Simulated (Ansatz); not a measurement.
Write the native input for Ansatz 0.2.0 that does the following.

- Task: relaxation of cell and atoms
- Functional: revPBE
- Dispersion: D3(BJ)
- Potentials or basis: Ansatz PAW
- Cutoff: 420 eV (not typed: the program's choice for these potentials)
- k mesh: 8 × 8 × 8
- Occupations: fermi-dirac, width 0.05 eV
- Spin: no spin polarisation

BeTe:

```xyz
2
Lattice="0.0000 2.7700 2.7700 2.7700 0.0000 2.7700 2.7700 2.7700 0.0000" Properties=species:S:1:pos:R:3 pbc="T T T"
Te    4.1550    4.1550    4.1550
Be    0.0000    0.0000    0.0000
```

One way to write it, as run:

input.yaml

```yaml
crystal:
  lattice:
    - [0.0, 2.77, 2.77]
    - [2.77, 0.0, 2.77]
    - [2.77, 2.77, 0.0]
  atoms:
    - { symbol: Te, position: [0.75, 0.75, 0.75] }
    - { symbol: Be, position: [0.0, 0.0, 0.0] }
hamiltonian:
  xc: revpbe
  pseudopotentials: { kind: paw }
  dispersion: d3bj
kpoints:
  mp_grid: { grid: [8, 8, 8] }
scf:
  occupations: { method: fermi_dirac, width: 0.05 }
output:
  forces: true
  stress: true
  write_density: true
  write_potential: true
  elf: true
  volumetric_format: npy
relax:
  f_tol: 0.01
  max_steps: 40
  cell: { stress_tol: 0.05 }
```

Potentials or basis: Ansatz PAW.

Run with:

```console
$ ansatz run input.yaml --threads 2 --pin off --max-ram 5120MiB --backend cpu --events-out ev --progress --plain --runs-dir out
```

It gave:

The relaxed volume is 21.28 Å³/atom, the relaxed cell is a = 3.919 Å, b = 3.919 Å, c = 3.919 Å, α = 60.00°, β = 60.00°, γ = 60.00° and the space group after relaxing (to 0.05 Å) is F-43m (No. 216). The energy gained by relaxing is 0.0 meV/atom. The ionic steps are 3. The pressure after relaxing is 0.0 GPa. The band gap on the k mesh is 1.93 eV, indirect (least direct gap 3.61 eV).

Caveat: the plane-wave basis is chosen anew once the cell has moved, so the energies of steps on either side of that aren't comparable; spin-orbit coupling is left out, which moves the levels of the heavy elements; the PAW data sets come from PBE, with cores solved anew for the run's functional, which leaves a small shift of forces and pressure.

Wall time 3.3 s on 2 threads of Arm Neoverse V1 (shared host), peak memory 0.32 GiB.
